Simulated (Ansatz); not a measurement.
InCuS2:
Space group I-42d (No. 122); a = 5.427 Å, b = 5.427 Å, c = 10.925 Å, α = 90.00°, β = 90.00°, γ = 90.00°

```
atom  site  symmetry       x       y       z
----  ----  --------  ------  ------  ------
Cu      4a      -4..  0.0000  0.0000  0.0000
In      4b      -4..  0.0000  0.0000  0.5000
S       8d       .2.  0.2156  0.2500  0.1250
```
(The calculation used a cell of 8 atoms; values per cell refer to that cell.)

Relaxed at zero pressure with LDA in the plane-wave PAW code Ansatz.

The volume is raised by 9 % and shape and atoms relax at that volume. What pressure results, and how do the axes share the change?

-5.9 GPa; a 3.0 %, b 3.0 %, c 2.8 %; the energy rises by 36 meV/atom.

Give the new structure.


Space group I-42d (No. 122); a = 5.5877 Å, b = 5.5877 Å, c = 11.2351 Å, α = 90.00°, β = 90.00°, γ = 90.00°

| atom | site | symmetry | x | y | z |
|---|---|---|---|---|---|
| Cu | 4a | -4.. | 0.0000 | 0.0000 | 0.0000 |
| In | 4b | -4.. | 0.0000 | 0.0000 | 0.5000 |
| S | 8d | .2. | 0.2185 | 0.2500 | 0.1250 |

The phase is kept; no other phase was compared at this pressure.

The cell was relaxed with LDA under the symmetry of its start. The run is not spin-polarised.

Potentials: the later of the program's two PAW sets.
